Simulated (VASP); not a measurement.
# Sb (Pm-3m) in VASP: a series of runs

Runs on Sb. Level: LDA. Tasks: single point.

Program: VASP 6.6.1. These are calculated values, not measurements. Logs are shortened: lines on timing, memory, paths and dates and some standing lists are left out, and cuts for length are marked.

## (1) Starting point

It takes space group Pm-3m (No. 221, cubic). Conventional cell: a = 3.039 Å, b = 3.039 Å, c = 3.039 Å, α = 90.00°, β = 90.00°, γ = 90.00°. Sb (site symmetry m-3m) is surrounded by 6 Sb at 3.04 Å.

This isn't the form of Sb at room conditions, which is rhombohedral.

## (2) Single point, LDA

The input, INCAR:

```
ALGO = Normal ; EDIFF = 1E-7
ENCUT = 520 ; GGA = CA
ISIF = 2 ; ISMEAR = -1
LASPH = True ; LCHARG = False
LREAL = False ; LWAVE = False
NBANDS = 8 ; NELM = 80
PREC = Accurate ; SIGMA = 0.1
```

The input, KPOINTS:

```
k-points
0
Gamma
  17 17 17
```

The input, POSCAR:

```
Sb
1.0
    3.0386054025      0.0000000000      0.0000000000
    0.0000000000      3.0386054025      0.0000000000
    0.0000000000      0.0000000000      3.0386054025
Sb
1
Direct
    0.0000000000      0.0000000000      0.0000000000
```

Potentials or basis: VASP PAW LDA potentials, release 64 (Sb).

Command:

```sh
cat potpaw_LDA.64/Sb/POTCAR > POTCAR
mpirun -np 1 vasp_std > vasp.out
```

OUTCAR:

```text
EDIFF = 1E-7
   ENCUT = 520
   GGA = CA
   ISIF = 2
   ISMEAR = -1
   LASPH = True
   LREAL = False
   NELM = 80
   PREC = Accurate

 ion  position               nearest neighbor table
   1  0.000  0.000  0.000-

  LATTYP: Found a simple cubic cell.
 ALAT       =     3.0386054025

  Lattice vectors:

 A1 = (   3.0386054025,   0.0000000000,   0.0000000000)
 A2 = (   0.0000000000,   3.0386054025,   0.0000000000)
 A3 = (   0.0000000000,   0.0000000000,   3.0386054025)

Analysis of symmetry for initial positions (statically):
=====================================================================
 Subroutine PRICEL returns:
 Original cell was already a primitive cell.

 Routine SETGRP: Setting up the symmetry group for a
 simple cubic supercell.

 Subroutine GETGRP returns: Found 48 space group operations
 (whereof 48 operations were pure point group operations)
 out of a pool of 48 trial point group operations.

The static configuration has the point symmetry O_h .

Analysis of symmetry for dynamics (positions and initial velocities):
=====================================================================
 Subroutine PRICEL returns:
 Original cell was already a primitive cell.

 Routine SETGRP: Setting up the symmetry group for a
 simple cubic supercell.

 Subroutine GETGRP returns: Found 48 space group operations
 (whereof 48 operations were pure point group operations)
 out of a pool of 48 trial point group operations.

The dynamic configuration has the point symmetry O_h .

 Subroutine INISYM returns: Found 48 space group operations
 (whereof 48 operations are pure point group operations),
 and found     1 'primitive' translations

----------------------------------------------------------------------------------------

                                     Primitive cell

  volume of cell :      28.0558

  direct lattice vectors                    reciprocal lattice vectors
     3.038605402  0.000000000  0.000000000     0.329098342  0.000000000  0.000000000
     0.000000000  3.038605402  0.000000000     0.000000000  0.329098342  0.000000000
     0.000000000  0.000000000  3.038605402     0.000000000  0.000000000  0.329098342

  length of vectors
     3.038605402  3.038605402  3.038605402     0.329098342  0.329098342  0.329098342

  position of ions in fractional coordinates (direct lattice)
     0.000000000  0.000000000  0.000000000

  ion indices of the primitive-cell ions
   primitive index   ion index
[... 75 lines left out ...]
   EDIFFG = 0.1E-05   stopping-criterion for IOM
   NSW    =      0    number of steps for IOM
   IBRION =     -1    ionic relax: 0-MD 1-quasi-New 2-CG
   NFREE  =      0    steps in history (QN), initial steepest desc. (CG)
   ISIF   =      2    stress and relaxation
   ISYM   =      2    0-nonsym 1-usesym 2-fastsym
   POTIM  = 0.5000    time-step for ionic-motion
   TEBEG  =    0.0;   TEEND  =   0.0 temperature during run
   PSTRESS=    0.0 pullay stress
   NELECT =       5.0000    total number of electrons
   NUPDOWN=      -1.0000    fix difference up-down
   EMIN   =  10.00;   EMAX   =-10.00  energy-range for DOS
   EFERMI =   0.00;   METHOD = LEGACY
   ISMEAR =    -1;   SIGMA  =   0.10  broadening in eV -4-tet -1-fermi 0-gaus
   EFERMI_NEDOS =   21; number of points for ismear=-14 and -15
   IALGO  =     38    algorithm
   IMIX   =      4    mixing-type and parameters
     AMIX     =   0.40;   BMIX     =  1.00
     AMIX_MAG =   1.60;   BMIX_MAG =  1.00
  volume/ion in A,a.u.               =      28.06       189.33
  Fermi-wavevector in a.u.,A,eV,Ry     =   0.921278  1.740962 11.547978  0.848752
  Thomas-Fermi vector in A             =   2.046676
   LORBIT       =      0    0 simple, 1 ext, 2 COOP (PROOUT), +10 PAW based schemes
   GGA     = CA    functional components
   LHFCALC =     F    Hartree Fock is set to
   AEXX    =    0.0000 exact exchange contribution
   IVDW    =     0    specifies the selected vdW correction
   LEPSILON=     F    determine dielectric tensor
   LRPA    =     F    only Hartree local field effects (RPA)
 non-spin polarized calculation
  energy-cutoff  :      520.00
  volume of cell :       28.06
 maximum number of plane-waves:       772
 NGX is ok and might be reduce to    24
   NGX = 11   NGY = 11   NGZ = 11

 number of electron       5.0000000 magnetization

 Free energy of the ion-electron system (eV)
  ---------------------------------------------------
  ext. energy  EPLUGINS =         0.00000000
  ---------------------------------------------------
  free energy    TOTEN  =        -4.79793442 eV

  energy without entropy =       -4.78039149  energy(sigma->0) =       -4.78916295

 E-fermi :   7.7847     XC(G=0): -10.0587

 val. band max:        7.7751775794   @ k =   0.1765   0.1765   0.0000
 cond. band min:       7.8264152513   @ k =   0.1765   0.1765   0.0588
 fundamental gap:      0.0512376720
 Fermi energy:         7.7846745706

 k-point     1 :       0.0000    0.0000    0.0000
  band No.  band energies     occupation
      1      -5.0913      2.00000
      2      11.1812      0.00000
      3      11.1812      0.00000
      4      11.1812      0.00000
      5      14.7511      0.00000
      6      14.7511      0.00000
      7      16.3749      0.00000
      8      24.5980      0.00000
[... 243 lines left out ...]
 k-point    24 :       0.4706    0.1176    0.0000
  band No.  band energies     occupation
      1      -2.2878      2.00000
      2       2.0892      2.00000
      3      11.3496      0.00000
      4      13.5612      0.00000
      5      15.9855      0.00000
      6      17.6896      0.00000
      7      19.2236      0.00000
      8      19.3604      0.00000

 [... further k-points ...]

------------------------ aborting loop because EDIFF is reached ----------------------------------------

  FORCE on cell =-STRESS in cart. coord.  units (eV):
  Direction    XX          YY          ZZ          XY          YZ          ZX
  --------------------------------------------------------------------------------------
  -------------------------------------------------------------------------------------
  Total        0.0728166      0.0728166      0.0728166     -0.0000000      0.0000000     -0.0000000
  in kB        4.1583220      4.1583220      4.1583220     -0.0000000      0.0000000     -0.0000000
  external PRESSURE =       4.1583220 kB  Pullay stress =       0.0000000 kB

 VOLUME and BASIS-vectors are now :
 -----------------------------------------------------------------------------
  energy-cutoff  :      520.00
  volume of cell :       28.06
      direct lattice vectors                 reciprocal lattice vectors
     3.038605402  0.000000000  0.000000000     0.329098342  0.000000000  0.000000000
     0.000000000  3.038605402  0.000000000     0.000000000  0.329098342  0.000000000
     0.000000000  0.000000000  3.038605402     0.000000000  0.000000000  0.329098342

 POSITION                                       TOTAL-FORCE (eV/Angst)
 -----------------------------------------------------------------------------------
      0.00000      0.00000      0.00000         0.000000      0.000000      0.000000
 -----------------------------------------------------------------------------------
    total drift:                                0.000000      0.000000      0.000000

  FREE ENERGIE OF THE ION-ELECTRON SYSTEM (eV)
  ---------------------------------------------------
  free  energy   TOTEN  =        -4.7979344185 eV

  energy  without entropy=       -4.7803914855  energy(sigma->0) =       -4.78916295
```

Wall time 9.5 s (1 thread of Intel Xeon Platinum 8559C (Emerald Rapids), shared host); peak memory 0.14 GiB.

What came out:

* Free energy: -4.7979 eV
* Pressure: 0.4 GPa
* Band gap on the k mesh: none (metal or under the smearing width)

Levels at points of the mesh, in eV from the Fermi level:
| k point | band 1 | band 2 | band 3 | band 4 | band 5 |
| --- | --- | --- | --- | --- | --- |
| (0.00, 0.00, 0.00) | -12.88 | 3.40 | 3.40 | 3.40 | 6.97 |

## (3) Single point, LDA

The input, INCAR:

```
SYSTEM = Sb
  PREC = Accurate
  ENCUT = 520
  EDIFF = 1E-7
  ISMEAR = -1
  SIGMA = 0.1
  LREAL = .FALSE.
  LASPH = .TRUE.
  NELM = 80
  ALGO = Normal
  ISIF = 2
  LWAVE = .FALSE.
  LCHARG = .FALSE.
  GGA = CA
  NBANDS = 8
```

The input, KPOINTS:

```
regular mesh
0
G
  12 12 12
  0 0 0
```

POSCAR is that of step 2.

Potentials or basis: VASP PAW LDA potentials, release 64 (Sb).

Command:

```sh
cat potpaw_LDA.64/Sb/POTCAR > POTCAR
mpirun -np 1 vasp_std > vasp.out
```

OUTCAR:

```text
SYSTEM = Sb
   PREC = Accurate
   ENCUT = 520
   EDIFF = 1E-7
   ISMEAR = -1
   LREAL = .FALSE.
   LASPH = .TRUE.
   NELM = 80
   ISIF = 2
   GGA = CA

 ion  position               nearest neighbor table
   1  0.000  0.000  0.000-

  LATTYP: Found a simple cubic cell.
 ALAT       =     3.0386054025

  Lattice vectors:

 A1 = (   3.0386054025,   0.0000000000,   0.0000000000)
 A2 = (   0.0000000000,   3.0386054025,   0.0000000000)
 A3 = (   0.0000000000,   0.0000000000,   3.0386054025)

Analysis of symmetry for initial positions (statically):
=====================================================================
 Subroutine PRICEL returns:
 Original cell was already a primitive cell.

 Routine SETGRP: Setting up the symmetry group for a
 simple cubic supercell.

 Subroutine GETGRP returns: Found 48 space group operations
 (whereof 48 operations were pure point group operations)
 out of a pool of 48 trial point group operations.

The static configuration has the point symmetry O_h .

Analysis of symmetry for dynamics (positions and initial velocities):
=====================================================================
 Subroutine PRICEL returns:
 Original cell was already a primitive cell.

 Routine SETGRP: Setting up the symmetry group for a
 simple cubic supercell.

 Subroutine GETGRP returns: Found 48 space group operations
 (whereof 48 operations were pure point group operations)
 out of a pool of 48 trial point group operations.

The dynamic configuration has the point symmetry O_h .

 Subroutine INISYM returns: Found 48 space group operations
 (whereof 48 operations are pure point group operations),
 and found     1 'primitive' translations

----------------------------------------------------------------------------------------

[... 110 lines left out ...]
     AMIX_MAG =   1.60;   BMIX_MAG =  1.00
  volume/ion in A,a.u.               =      28.06       189.33
  Fermi-wavevector in a.u.,A,eV,Ry     =   0.921278  1.740962 11.547978  0.848752
  Thomas-Fermi vector in A             =   2.046676
   LORBIT       =      0    0 simple, 1 ext, 2 COOP (PROOUT), +10 PAW based schemes
   GGA     = CA    functional components
   LHFCALC =     F    Hartree Fock is set to
   AEXX    =    0.0000 exact exchange contribution
   IVDW    =     0    specifies the selected vdW correction
   LEPSILON=     F    determine dielectric tensor
   LRPA    =     F    only Hartree local field effects (RPA)
 non-spin polarized calculation
  energy-cutoff  :      520.00
  volume of cell :       28.06
 maximum number of plane-waves:       772
 NGX is ok and might be reduce to    24
   NGX = 11   NGY = 11   NGZ = 11

 number of electron       5.0000000 magnetization

 Free energy of the ion-electron system (eV)
  ---------------------------------------------------
  ext. energy  EPLUGINS =         0.00000000
  ---------------------------------------------------
  free energy    TOTEN  =        -4.78776775 eV

  energy without entropy =       -4.76663331  energy(sigma->0) =       -4.77720053

 E-fermi :   7.8831     XC(G=0): -10.0596

 val. band max:        7.8698510999   @ k =   0.4167   0.2500   0.0833
 cond. band min:       7.9022766890   @ k =   0.4167   0.3333   0.3333
 fundamental gap:      0.0324255890
 Fermi energy:         7.8830728731

 k-point     1 :       0.0000    0.0000    0.0000
  band No.  band energies     occupation
      1      -5.0930      2.00000
      2      11.1796      0.00000
      3      11.1796      0.00000
      4      11.1796      0.00000
      5      14.7496      0.00000
      6      14.7496      0.00000
      7      16.3740      0.00000
      8      24.5958      0.00000
[... 243 lines left out ...]
 k-point    24 :       0.4167    0.3333    0.0000
  band No.  band energies     occupation
      1      -1.1587      2.00000
      2       3.8390      2.00000
      3       5.8976      2.00000
      4      11.7877      0.00000
      5      14.6541      0.00000
      6      18.7242      0.00000
      7      20.5891      0.00000
      8      21.0996      0.00000

 [... further k-points ...]

------------------------ aborting loop because EDIFF is reached ----------------------------------------

  FORCE on cell =-STRESS in cart. coord.  units (eV):
  Direction    XX          YY          ZZ          XY          YZ          ZX
  --------------------------------------------------------------------------------------
  -------------------------------------------------------------------------------------
  Total        0.0800380      0.0800380      0.0800380      0.0000000      0.0000000     -0.0000000
  in kB        4.5707127      4.5707127      4.5707127      0.0000000      0.0000000     -0.0000000
  external PRESSURE =       4.5707127 kB  Pullay stress =       0.0000000 kB

 VOLUME and BASIS-vectors are now :
 -----------------------------------------------------------------------------
  energy-cutoff  :      520.00
  volume of cell :       28.06
      direct lattice vectors                 reciprocal lattice vectors
     3.038605402  0.000000000  0.000000000     0.329098342  0.000000000  0.000000000
     0.000000000  3.038605402  0.000000000     0.000000000  0.329098342  0.000000000
     0.000000000  0.000000000  3.038605402     0.000000000  0.000000000  0.329098342

 POSITION                                       TOTAL-FORCE (eV/Angst)
 -----------------------------------------------------------------------------------
      0.00000      0.00000      0.00000         0.000000      0.000000      0.000000
 -----------------------------------------------------------------------------------
    total drift:                               -0.000000      0.000000      0.000000

  FREE ENERGIE OF THE ION-ELECTRON SYSTEM (eV)
  ---------------------------------------------------
  free  energy   TOTEN  =        -4.7877677466 eV

  energy  without entropy=       -4.7666333057  energy(sigma->0) =       -4.77720053
```

stdout:

```text
POSCAR found type information on POSCAR Sb
 POSCAR found :  1 types and       1 ions
 scaLAPACK will be used
 LDA part: xc-table for (Slater(with rela. corr.)+CA(PZ))
 , standard interpolation
 POSCAR, INCAR and KPOINTS ok, starting setup
 FFT: planning ... GRIDC
 FFT: planning ... GRID_SOFT
 FFT: planning ... GRID
 WAVECAR not read
 entering main loop
```

Run time: 5.3 s. Hardware: 1 thread of Intel Xeon Platinum 8559C (Emerald Rapids), shared host; peak memory 0.13 GiB.

What came out:

| Property | Result |
| --- | --- |
| Free energy | -4.7878 eV |
| Pressure | 0.5 GPa |
| Band gap on the k mesh | none (metal or under the smearing width) |

Levels at points of the mesh, in eV from the Fermi level:
| k point | band 1 | band 2 | band 3 | band 4 | band 5 | band 6 |
| --- | --- | --- | --- | --- | --- | --- |
| (0.00, 0.00, 0.00) | -12.98 | 3.30 | 3.30 | 3.30 | 6.87 | 6.87 |
| (0.50, 0.00, 0.00) | -10.34 | -6.08 | 5.49 | 5.49 | 8.93 | 10.64 |
| (0.50, 0.50, 0.00) | -7.53 | -3.88 | -3.88 | 1.89 | 7.74 | 12.81 |
| (0.50, 0.50, 0.50) | -4.35 | -1.82 | -1.82 | -1.82 | 4.68 | 4.68 |

Spin-orbit coupling is left out, which matters for the levels of Sb.

## (4) Single point, LDA

This run uses another cell than the first one, of 25.81 Å³/atom, 0.920 times its volume.

The input, INCAR:

```
  PREC = Accurate
  ENCUT = 520
  EDIFF = 1E-6
  ISMEAR = -1
  SIGMA = 0.1
  LREAL = F
  LASPH = T
  NELM = 60
  ALGO = Normal
  ISIF = 2
  LWAVE = F
  LCHARG = F
  GGA = CA
  NBANDS = 8
```

The input, KPOINTS:

```
regular mesh
0
Gamma
  12 12 12
```

The input, POSCAR:

```
Sb
1.0
    2.9553136618      0.0000000000      0.0000000000
    0.0000000000      2.9553136618      0.0000000000
    0.0000000000      0.0000000000      2.9553136618
Sb
1
Direct
    0.0000000000      0.0000000000      0.0000000000
```

Command:

```sh
cat potpaw_LDA.64/Sb/POTCAR > POTCAR
mpirun -np 1 vasp_std > vasp.out
```

It took 4.8 s on 1 thread of Intel Xeon Platinum 8559C (Emerald Rapids), shared host; peak memory 0.13 GiB.

Results (log left out):

```yaml
Free_energy: -4.7377 eV
Pressure: 7.2 GPa
Band_gap_on_the_k_mesh: none (metal or under the smearing width)
```

Levels at points of the mesh, in eV from the Fermi level:
| k point | band 1 | band 2 | band 3 | band 4 | band 5 | band 6 | band 7 | band 8 |
| --- | --- | --- | --- | --- | --- | --- | --- | --- |
| (0.00, 0.00, 0.00) | -13.71 | 3.49 | 3.49 | 3.49 | 6.94 | 6.94 | 9.02 | 17.07 |
| (0.50, 0.00, 0.00) | -10.73 | -6.72 | 5.99 | 5.99 | 9.14 | 10.83 | 11.45 | 11.50 |
| (0.50, 0.50, 0.00) | -7.51 | -4.31 | -4.31 | 1.55 | 8.65 | 13.33 | 13.33 | 13.41 |
| (0.50, 0.50, 0.50) | -3.80 | -2.01 | -2.01 | -2.01 | 4.54 | 4.54 | 4.54 | 6.42 |

Spin-orbit coupling is left out, which matters for the levels of Sb.

## (5) Overview

| cell | k mesh | gap on the mesh (eV) | pressure (GPa) |
| --- | --- | --- | --- |
| Pm-3m, 28.06 Å³/atom | 17 × 17 × 17 | none | 0.4 |
| Pm-3m, 28.06 Å³/atom | 12 × 12 × 12 | none | 0.5 |
| Pm-3m, 25.81 Å³/atom | 12 × 12 × 12 | none | 7.2 |

Alike in all rows: task single point; level LDA; potentials or basis VASP PAW LDA potentials, release 64 (Sb); no spin polarisation; cutoff (eV) 520; smearing fermi-dirac 0.1 eV.

Every run on the cell as given and a fine mesh finds a metal.

Total energies depend on the potentials used, so only differences within one code and one set of settings carry meaning.
